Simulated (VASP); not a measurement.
# W (Im-3m) in VASP: a series of runs

One crystal, W, is run at these levels: PBE; tasks: single point.

All numbers are computed with VASP 6.6.1; they aren't measurements. Logs are shortened: lines on timing, memory, paths and dates and some standing lists are left out, and cuts for length are marked.

### 1 The crystal as given

The structure is cubic, space group Im-3m (No. 229). The conventional cell has a = 3.165 Å, b = 3.165 Å, c = 3.165 Å, α = 90.00°, β = 90.00°, γ = 90.00°. W (site symmetry m-3m) has 8 W at 2.74 Å as nearest neighbours.

### 2 Single point, PBE

INCAR

```
SYSTEM = W
ADDGRID = .False. ; ALGO = Normal
EDIFF = 1E-5 ; ENCUT = 460
GGA = PE ; ISIF = 2
ISMEAR = 1 ; LASPH = .True.
LCHARG = .False. ; LREAL = .False.
LWAVE = .False. ; NELM = 100
PREC = Accurate ; SIGMA = 0.2
```

KPOINTS

```
k-points
0
Gamma
  11 11 11
  0 0 0
```

POSCAR

```
W
1.0
   -1.5823450000      1.5823450000      1.5823450000
    1.5823450000     -1.5823450000      1.5823450000
    1.5823450000      1.5823450000     -1.5823450000
W
1
Direct
    0.0000000000      0.0000000000      0.0000000000
```

Potentials or basis: VASP PAW PBE potentials, release 64 (W).

The run is started by

```
$ cat potpaw_PBE.64/W/POTCAR > POTCAR
$ mpirun -np 1 vasp_std > vasp.out
```

OUTCAR:

```text
SYSTEM = W
   EDIFF = 1E-5
   ENCUT = 460
   GGA = PE
   ISIF = 2
   ISMEAR = 1
   LASPH = .True.
   LREAL = .False.
   NELM = 100
   PREC = Accurate

 Found     56 irreducible k-points:

 Following reciprocal coordinates:
            Coordinates               Weight
  0.000000  0.000000  0.000000      1.000000
  0.090909  0.000000  0.000000     12.000000
  0.181818  0.000000  0.000000     12.000000
  0.272727  0.000000  0.000000     12.000000
  0.363636  0.000000  0.000000     12.000000
  0.454545  0.000000  0.000000     12.000000
   k-points           NKPTS =     56   k-points in BZ     NKDIM =     56   number of bands    NBANDS=      7
   number of dos      NEDOS =    301   number of ions     NIONS =      1
   total plane-waves  NPLWV =   8000
   dimension x,y,z NGX =    20 NGY =   20 NGZ =   20
   dimension x,y,z NGXF=    40 NGYF=   40 NGZF=   40
   ions per type =               1
   NGX,Y,Z   is equivalent  to a cutoff of  12.13, 12.13, 12.13 a.u.
   NGXF,Y,Z  is equivalent  to a cutoff of  24.26, 24.26, 24.26 a.u.
 SYSTEM =  W
   PREC   = accura    normal or accurate (medium, high low for compatibility)
   ISTART =      0    job   : 0-new  1-cont  2-samecut
   ICHARG =      2    charge: 1-file 2-atom 10-const
   ISPIN  =      1    spin polarized calculation?
   LNONCOLLINEAR =      F non collinear calculations
   LSORBIT =      F    spin-orbit coupling
   LASPH  =      T    aspherical Exc in radial PAW
   ENCUT  =  460.0 eV  33.81 Ry    5.81 a.u.   4.79  4.79  4.79*2*pi/ulx,y,z
   NELM   =    100;   NELMIN=  2; NELMDL= -5     # of ELM steps
   EDIFF  = 0.1E-04   stopping-criterion for ELM
   LREAL  =      F    real-space projection
   EDIFFG = 0.1E-03   stopping-criterion for IOM
   NSW    =      0    number of steps for IOM
   IBRION =     -1    ionic relax: 0-MD 1-quasi-New 2-CG
   NFREE  =      0    steps in history (QN), initial steepest desc. (CG)
   ISIF   =      2    stress and relaxation
   ISYM   =      2    0-nonsym 1-usesym 2-fastsym
   POTIM  = 0.5000    time-step for ionic-motion
   TEBEG  =    0.0;   TEEND  =   0.0 temperature during run
   PSTRESS=    0.0 pullay stress
   NELECT =       6.0000    total number of electrons
   NUPDOWN=      -1.0000    fix difference up-down
   EMIN   =  10.00;   EMAX   =-10.00  energy-range for DOS
   EFERMI =   0.00;   METHOD = LEGACY
   ISMEAR =     1;   SIGMA  =   0.20  broadening in eV -4-tet -1-fermi 0-gaus
   EFERMI_NEDOS =   21; number of points for ismear=-14 and -15
   IALGO  =     38    algorithm
   IMIX   =      4    mixing-type and parameters
     AMIX     =   0.40;   BMIX     =  1.00
     AMIX_MAG =   1.60;   BMIX_MAG =  1.00
  volume/ion in A,a.u.               =      15.85       106.94
  Fermi-wavevector in a.u.,A,eV,Ry     =   1.184325  2.238049 19.083867  1.402625
  Thomas-Fermi vector in A             =   2.320541
   LORBIT       =      0    0 simple, 1 ext, 2 COOP (PROOUT), +10 PAW based schemes
   GGA     = PE    functional components
   LHFCALC =     F    Hartree Fock is set to
   AEXX    =    0.0000 exact exchange contribution
   IVDW    =     0    specifies the selected vdW correction
   LEPSILON=     F    determine dielectric tensor
   LRPA    =     F    only Hartree local field effects (RPA)
 non-spin polarized calculation
 Methfessel and Paxton  Order N= 1 SIGMA  =   0.20
  energy-cutoff  :      460.00
  volume of cell :       15.85
 maximum number of plane-waves:       370
   NGX =  9   NGY =  9   NGZ =  9

 number of electron       6.0000001 magnetization

 Free energy of the ion-electron system (eV)
  ---------------------------------------------------
  ext. energy  EPLUGINS =         0.00000000
  ---------------------------------------------------
  free energy    TOTEN  =       -12.99885362 eV

  energy without entropy =      -12.99720832  energy(sigma->0) =      -12.99830518

 E-fermi :   7.8237     XC(G=0): -13.1426

 val. band max:        7.8222984427   @ k =   0.4545   0.0909   0.0000
 cond. band min:       7.8799894245   @ k =  -0.1818   0.2727   0.0909
 fundamental gap:      0.0576909817
 Fermi energy:         7.8237180746

 k-point     1 :       0.0000    0.0000    0.0000
  band No.  band energies     occupation
      1      -1.7958      2.00000
      2       6.5758      2.00000
      3       6.5758      2.00000
      4       6.5758      2.00000
      5      10.0525     -0.00000
      6      10.0525     -0.00000
      7      23.0474      0.00000

 k-point     2 :       0.0909    0.0000    0.0000
  band No.  band energies     occupation
      1      -1.4103      2.00000
      2       6.3420      2.00000
      3       6.5144      2.00000
      4       6.9625      2.00000
      5       9.7148     -0.00000
      6      10.0610     -0.00000
      7      23.3619      0.00000

 k-point     3 :       0.1818    0.0000    0.0000
  band No.  band energies     occupation
      1      -0.3693      2.00000
      2       5.7699      2.00000
      3       6.2122      2.00000
      4       8.0879     -0.06842
      5       9.3424     -0.00000
      6      10.1268     -0.00000
      7      23.7302      0.00000

 k-point     4 :       0.2727    0.0000    0.0000
  band No.  band energies     occupation
      1       0.8778      2.00000
      2       5.1139      2.00000
      3       5.9675      2.00000
      4       9.5232     -0.00000
      5       9.8335     -0.00000
      6      10.3159     -0.00000
      7      22.7062      0.00000

 k-point     5 :       0.3636    0.0000    0.0000
  band No.  band energies     occupation
      1       1.5269      2.00000
      2       4.5802      2.00000
      3       6.7433      2.00000
      4       9.9244     -0.00000
      5      10.6178     -0.00000
      6      11.9228      0.00000
      7      21.0006      0.00000

 k-point     6 :       0.4545    0.0000    0.0000
  band No.  band energies     occupation
      1       1.5707      2.00000
      2       4.2877      2.00000
      3       8.1927     -0.02552
      4      10.0087     -0.00000
      5      10.8782     -0.00000
      6      13.6421      0.00000
      7      19.1761      0.00000

 [... further k-points ...]

------------------------ aborting loop because EDIFF is reached ----------------------------------------

  FORCE on cell =-STRESS in cart. coord.  units (eV):
  Direction    XX          YY          ZZ          XY          YZ          ZX
  --------------------------------------------------------------------------------------
  -------------------------------------------------------------------------------------
  Total        0.2345950      0.2345950      0.2345950      0.0000000      0.0000000     -0.0000000
  in kB       23.7173299     23.7173299     23.7173299      0.0000000      0.0000000     -0.0000000
  external PRESSURE =      23.7173299 kB  Pullay stress =       0.0000000 kB

 VOLUME and BASIS-vectors are now :
 -----------------------------------------------------------------------------
  energy-cutoff  :      460.00
  volume of cell :       15.85
      direct lattice vectors                 reciprocal lattice vectors
    -1.582345000  1.582345000  1.582345000     0.000000000  0.315986716  0.315986716
     1.582345000 -1.582345000  1.582345000     0.315986716  0.000000000  0.315986716
     1.582345000  1.582345000 -1.582345000     0.315986716  0.315986716  0.000000000

 POSITION                                       TOTAL-FORCE (eV/Angst)
 -----------------------------------------------------------------------------------
      0.00000      0.00000      0.00000        -0.000000      0.000000     -0.000000
 -----------------------------------------------------------------------------------
    total drift:                               -0.000000     -0.000000      0.000000

  FREE ENERGIE OF THE ION-ELECTRON SYSTEM (eV)
  ---------------------------------------------------
  free  energy   TOTEN  =       -12.9988536153 eV

  energy  without entropy=      -12.9972083191  energy(sigma->0) =      -12.99830518
```

It took 2.9 s on 1 thread of AMD EPYC 9R45 (Zen 5), shared host; peak memory 0.09 GiB.

The run converged, but some of its settings lie outside the range that counts as converged, so its numbers aren't taken as properties of the crystal.

Results:

| Property | Result |
| --- | --- |
| Free energy | -12.9989 eV |
| Pressure | 2.4 GPa |
| Band gap on the k mesh | none (metal or under the smearing width) |

### 3 Single point, PBE

INCAR: that of step 2 with these lines changed.

```diff
@@ -2,3 +2,3 @@
 ADDGRID = .False. ; ALGO = Normal
-EDIFF = 1E-5 ; ENCUT = 460
+EDIFF = 1E-6 ; ENCUT = 460
 GGA = PE ; ISIF = 2
```

KPOINTS is that of step 2.

POSCAR is that of step 2.

Potentials or basis: VASP PAW PBE potentials, release 64 (W).

The run is started by

```
$ cat potpaw_PBE.64/W/POTCAR > POTCAR
$ mpirun -np 1 vasp_std > vasp.out
```

It took 3.4 s on 1 thread of AMD EPYC 9R45 (Zen 5), shared host; peak memory 0.09 GiB.

The run converged, but some of its settings lie outside the range that counts as converged, so its numbers aren't taken as properties of the crystal.

What came out:

| Property | Result |
| --- | --- |
| Free energy | -12.9989 eV |
| Pressure | 2.4 GPa |
| Band gap on the k mesh | none (metal or under the smearing width) |

### 4 The reference run

An earlier run on the cell as given: functional PBE; potentials or basis VASP PAW PBE potentials, release 64 (W_sv); cutoff 520 eV; k mesh 12 × 12 × 12; occupations fermi-dirac, width 0.05 eV; no spin polarisation.

* Pressure: 6.4 GPa
* Band gap on the k mesh: none (metal or under the smearing width)
